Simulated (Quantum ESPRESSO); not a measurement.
# Mo (Im-3m) in Quantum ESPRESSO: equation of state, part 2 of 2

Quantum ESPRESSO 7.5.

### Step 3. Single point, PBE, 15.26 Å³/atom

pw.in reads:

```
&CONTROL
  calculation = 'scf'
  prefix = 'pwscf'
  outdir = './tmp'
  pseudo_dir = './pseudo'
  tprnfor = .true.
  tstress = .true.
  disk_io = 'nowf'
/
&SYSTEM
  ibrav = 0
  nat = 1
  ntyp = 1
  ecutwfc = 60
  nbnd = 13
  occupations = 'smearing'
  smearing = 'fd'
  degauss = 0.00367493
/
&ELECTRONS
  conv_thr = 2d-10
  electron_maxstep = 120
  mixing_beta = 0.5
/
ATOMIC_SPECIES
Mo    95.9500 Mo_ONCV_PBE-1.0.oncvpsp.upf
CELL_PARAMETERS angstrom
  -1.5624035240    1.5624035240    1.5624035240
   1.5624035240   -1.5624035240    1.5624035240
   1.5624035240    1.5624035240   -1.5624035240
ATOMIC_POSITIONS crystal
Mo     0.0000000000    0.0000000000    0.0000000000
K_POINTS automatic
12 12 12 0 0 0
```

Potentials or basis: SSSP 1.3 efficiency PBE.

Command:

```sh
$ OMP_NUM_THREADS=1 pw.x -in pw.in > pw.out
```

Wall time 12 s (1 thread of Intel Xeon Platinum 8259CL at 2.50GHz (Skylake/Cascade Lake), shared host); peak memory 0.06 GiB.

Results (log left out):

```yaml
Free_energy: -1865.9653 eV
Pressure: 9.3 GPa
Band_gap_on_the_k_mesh: none (metal or under the smearing width)
```

### Step 4. Single point, PBE, 15.57 Å³/atom

pw.in, as its differences from that of step 3:

```diff
@@ -27,5 +27,5 @@
 CELL_PARAMETERS angstrom
-  -1.5624035240    1.5624035240    1.5624035240
-   1.5624035240   -1.5624035240    1.5624035240
-   1.5624035240    1.5624035240   -1.5624035240
+  -1.5731790612    1.5731790612    1.5731790612
+   1.5731790612   -1.5731790612    1.5731790612
+   1.5731790612    1.5731790612   -1.5731790612
 ATOMIC_POSITIONS crystal
```

Command:

```sh
$ OMP_NUM_THREADS=1 pw.x -in pw.in > pw.out
```

Run time: 8.7 s. Hardware: 1 thread of Intel Xeon Platinum 8259CL at 2.50GHz (Skylake/Cascade Lake), shared host; peak memory 0.06 GiB.

It converged, with:

```yaml
Free_energy: -1865.9779 eV
Pressure: 3.3 GPa
Band_gap_on_the_k_mesh: none (metal or under the smearing width)
```

### Step 5. Single point, PBE, 15.89 Å³/atom

pw.in, as its differences from that of step 4:

```diff
@@ -27,5 +27,5 @@
 CELL_PARAMETERS angstrom
-  -1.5731790612    1.5731790612    1.5731790612
-   1.5731790612   -1.5731790612    1.5731790612
-   1.5731790612    1.5731790612   -1.5731790612
+  -1.5838089719    1.5838089719    1.5838089719
+   1.5838089719   -1.5838089719    1.5838089719
+   1.5838089719    1.5838089719   -1.5838089719
 ATOMIC_POSITIONS crystal
```

Command:

```sh
$ OMP_NUM_THREADS=1 pw.x -in pw.in > pw.out
```

Run time: 10 s. Hardware: 1 thread of Intel Xeon Platinum 8259CL at 2.50GHz (Skylake/Cascade Lake), shared host; peak memory 0.06 GiB.

It converged, with:

| Item | Value |
| --- | --- |
| Free energy | -1865.9792 eV |
| Pressure | -2.0 GPa |
| Band gap on the k mesh | none (metal or under the smearing width) |

### Step 6. Single point, PBE, 16.21 Å³/atom

pw.in, as its differences from that of step 5:

```diff
@@ -27,5 +27,5 @@
 CELL_PARAMETERS angstrom
-  -1.5838089719    1.5838089719    1.5838089719
-   1.5838089719   -1.5838089719    1.5838089719
-   1.5838089719    1.5838089719   -1.5838089719
+  -1.5942980787    1.5942980787    1.5942980787
+   1.5942980787   -1.5942980787    1.5942980787
+   1.5942980787    1.5942980787   -1.5942980787
 ATOMIC_POSITIONS crystal
```

Potentials or basis: SSSP 1.3 efficiency PBE.

Command:

```sh
$ OMP_NUM_THREADS=1 pw.x -in pw.in > pw.out
```

Wall time 8.8 s (1 thread of Intel Xeon Platinum 8259CL at 2.50GHz (Skylake/Cascade Lake), shared host); peak memory 0.06 GiB.

It converged, with:

| Quantity | Value |
| --- | --- |
| Free energy | -1865.9704 eV |
| Pressure | -6.9 GPa |
| Band gap on the k mesh | none (metal or under the smearing width) |

### Step 7. Single point, PBE, 16.53 Å³/atom

pw.in, as its differences from that of step 6:

```diff
@@ -27,5 +27,5 @@
 CELL_PARAMETERS angstrom
-  -1.5942980787    1.5942980787    1.5942980787
-   1.5942980787   -1.5942980787    1.5942980787
-   1.5942980787    1.5942980787   -1.5942980787
+  -1.6046509537    1.6046509537    1.6046509537
+   1.6046509537   -1.6046509537    1.6046509537
+   1.6046509537    1.6046509537   -1.6046509537
 ATOMIC_POSITIONS crystal
```

Command:

```sh
$ OMP_NUM_THREADS=1 pw.x -in pw.in > pw.out
```

Run time: 9.5 s. Hardware: 1 thread of Intel Xeon Platinum 8259CL at 2.50GHz (Skylake/Cascade Lake), shared host; peak memory 0.06 GiB.

Results (log left out):

```yaml
Free_energy: -1865.9525 eV
Pressure: -11.2 GPa
Band_gap_on_the_k_mesh: none (metal or under the smearing width)
```

### Step 8. Single point, PBE, 16.85 Å³/atom

pw.in, as its differences from that of step 7:

```diff
@@ -27,5 +27,5 @@
 CELL_PARAMETERS angstrom
-  -1.6046509537    1.6046509537    1.6046509537
-   1.6046509537   -1.6046509537    1.6046509537
-   1.6046509537    1.6046509537   -1.6046509537
+  -1.6148719360    1.6148719360    1.6148719360
+   1.6148719360   -1.6148719360    1.6148719360
+   1.6148719360    1.6148719360   -1.6148719360
 ATOMIC_POSITIONS crystal
```

Potentials or basis: SSSP 1.3 efficiency PBE.

Command:

```sh
$ OMP_NUM_THREADS=1 pw.x -in pw.in > pw.out
```

pw.out:

```text
This program is part of the open-source Quantum ESPRESSO suite
     for quantum simulation of materials; please cite
[... 6 lines left out ...]
     using ibrav=0 with symmetry is DISCOURAGED, use correct ibrav instead

     Subspace diagonalization in iterative solution of the eigenvalue problem:
     a serial algorithm will be used

     G-vector sticks info
     --------------------
     sticks:   dense  smooth     PW     G-vecs:    dense   smooth      PW
     Sum         499     499    181                 7107     7107    1601

     Using Slab Decomposition

     bravais-lattice index     =            0
     lattice parameter (alat)  =       5.2856  a.u.
     unit-cell volume          =     113.6765 (a.u.)^3
     number of atoms/cell      =            1
     number of atomic types    =            1
     number of electrons       =        14.00
     number of Kohn-Sham states=           13
     kinetic-energy cutoff     =      60.0000  Ry
     charge density cutoff     =     240.0000  Ry
     scf convergence threshold =      2.0E-10
     mixing beta               =       0.5000
     number of iterations used =            8  plain     mixing
     Exchange-correlation= PBE
                           (   1   4   3   4   0   0   0)

     celldm(1)=   5.285640  celldm(2)=   0.000000  celldm(3)=   0.000000
     celldm(4)=   0.000000  celldm(5)=   0.000000  celldm(6)=   0.000000

     crystal axes: (cart. coord. in units of alat)
               a(1) = (  -0.577350   0.577350   0.577350 )
               a(2) = (   0.577350  -0.577350   0.577350 )
[... 101 lines left out ...]
        k(   71) = (  -0.8660254  -0.0721688  -0.0721688), wk =   0.0138889
        k(   72) = (  -0.8660254  -0.8660254  -0.8660254), wk =   0.0011574

     Dense  grid:     7107 G-vectors     FFT dimensions: (  27,  27,  27)

     Initial potential from superposition of free atoms

     starting charge      13.9990, renormalised to      14.0000
     Starting wfcs are   10 randomized atomic wfcs +    3 random wfcs

     Self-consistent Calculation

     iteration #  1     ecut=    60.00 Ry     beta= 0.50
     Davidson diagonalization with overlap
     ethr =  1.00E-02,  avg # of iterations =  3.3

     Threshold (ethr) on eigenvalues was too large:
     Diagonalizing with lowered threshold

     Davidson diagonalization with overlap
     ethr =  2.71E-04,  avg # of iterations =  1.4

     total energy              =    -137.13732842 Ry
     estimated scf accuracy    <       0.03898674 Ry
[... 43 lines left out ...]
     iteration #  8     ecut=    60.00 Ry     beta= 0.50
     Davidson diagonalization with overlap
     ethr =  1.30E-11,  avg # of iterations =  2.0

     End of self-consistent calculation

          k = 0.0000 0.0000 0.0000 (   935 PWs)   bands (ev):

   -41.7931 -15.2148 -15.2148 -15.2148  12.5109  18.2571  18.2571  18.2571
    21.0133  21.0133  34.4341  34.4341  34.4341
[... 353 lines left out ...]
   -41.4593 -15.9831 -15.9831 -15.9831  14.5887  14.5887  23.0538  23.0538
    23.0538  28.0439  28.0439  28.0439  37.6787

     the Fermi energy is    19.4594 ev

!    total energy              =    -137.14307010 Ry
     estimated scf accuracy    <          4.2E-12 Ry
     smearing contrib. (-TS)   =      -0.00020229 Ry
     internal energy E=F+TS    =    -137.14286781 Ry

     The total energy is F=E-TS. E is the sum of the following terms:
     one-electron contribution =     -24.09332578 Ry
     hartree contribution      =      19.38336339 Ry
     xc contribution           =     -15.56398369 Ry
     ewald contribution        =    -116.86892173 Ry

     convergence has been achieved in   8 iterations

     Forces acting on atoms (cartesian axes, Ry/au):

     atom    1 type  1   force =     0.00000000    0.00000000    0.00000000

     Total force =     0.000000     Total SCF correction =     0.000000

     Computing stress (Cartesian axis) and pressure

          total   stress  (Ry/bohr**3)                   (kbar)     P=     -150.68
  -0.00102433  -0.00000000  -0.00000000         -150.68       -0.00       -0.00
  -0.00000000  -0.00102433  -0.00000000           -0.00     -150.68       -0.00
  -0.00000000  -0.00000000  -0.00102433           -0.00       -0.00     -150.68

=------------------------------------------------------------------------------=
   JOB DONE.
=------------------------------------------------------------------------------=
```

It took 15 s on 1 thread of Intel Xeon Platinum 8259CL at 2.50GHz (Skylake/Cascade Lake), shared host; peak memory 0.06 GiB.

Results:

```
Free energy            : -1865.9265 eV
Pressure               : -15.1 GPa
Band gap on the k mesh : none (metal or under the smearing width)
```

### Step 9. Equation of state, PBE

Potentials or basis: SSSP 1.3 efficiency PBE.

This step only gathers the single runs of the series.

Results:

```
Equilibrium volume                      : 15.77 Å³/atom
Bulk modulus                            : 262 GPa
Pressure derivative of the bulk modulus : 4.3
```

Energy against volume, from the lowest point:
```tsv
volume (Å³/atom)	energy (meV/atom)
14.938	38.82
15.256	13.82
15.574	1.30
15.892	0.00
16.209	8.77
16.527	26.62
16.845	52.63
```
